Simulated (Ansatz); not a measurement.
Input of an Ansatz 0.2.0 run:

input.yaml

```yaml
crystal:
  lattice:
    - [0.0, 1.813001, 1.813001]
    - [1.813001, 0.0, 1.813001]
    - [1.813001, 1.813001, 0.0]
  atoms:
    - { symbol: "N", position: [0.25, 0.25, 0.25] }
    - { symbol: B, position: [0.0, 0.0, 0.0] }
hamiltonian:
  xc: lda
  pseudopotentials: { kind: paw }
kpoints:
  mp_grid: { grid: [10, 10, 10] }
scf:
  occupations: { method: fixed }
output:
  forces: true
  stress: true
elastic:
  mode: relaxed_ion
  stencil: two_point
```

Potentials or basis: Ansatz PAW.

Command:

```sh
$ ansatz run input.yaml --threads 2 --pin off --max-ram 5632MiB --backend cpu --events-out ev --progress --plain --runs-dir out
```

**Question.** Estimate the elastic constants C11, C12, C44.

**Answer.** 757, 146, 434 GPa.

**Question.** What does it give for the Voigt bulk modulus?

**Answer.** 350 GPa.

**Question.** Predict the band gap on the k mesh.

**Answer.** 4.35 eV, indirect (least direct gap 8.65 eV).

**Question.** Estimate the pressure.

**Answer.** -14.2 GPa.

Elastic tensor in Voigt notation (GPa, in the Cartesian axes of the cell as first typed):
```
757 146 146   0   0   0
146 757 146   0   0   0
146 146 757   0   0   0
  0   0   0 434   0   0
  0   0   0   0 434   0
  0   0   0   0   0 434
```

Caveat: the cell is more than 3 GPa from zero pressure, which shifts response properties; the pressure holds a Pulay correction of +1.3 GPa for the finite cutoff; the PAW data sets come from PBE, with cores solved anew for the run's functional, which leaves a small shift of forces and pressure.

**The experiment to reproduce.**

A printed reference work, monograph reports, for a bulk crystal of BN at 300 K: band gap 6.4 eV (indirect).

Measured gap of BN: 6.4 eV (indirect; 300 K; a printed reference work, monograph). This calculation gives 4.35 eV (-2.05 eV). The value is that of LDA on a finite k mesh, which can miss the band edges, without temperature or zero-point motion. Semilocal functionals fall short of measured gaps as a rule. The cell is a database's relaxed one, not the measured one, which moves gaps too.
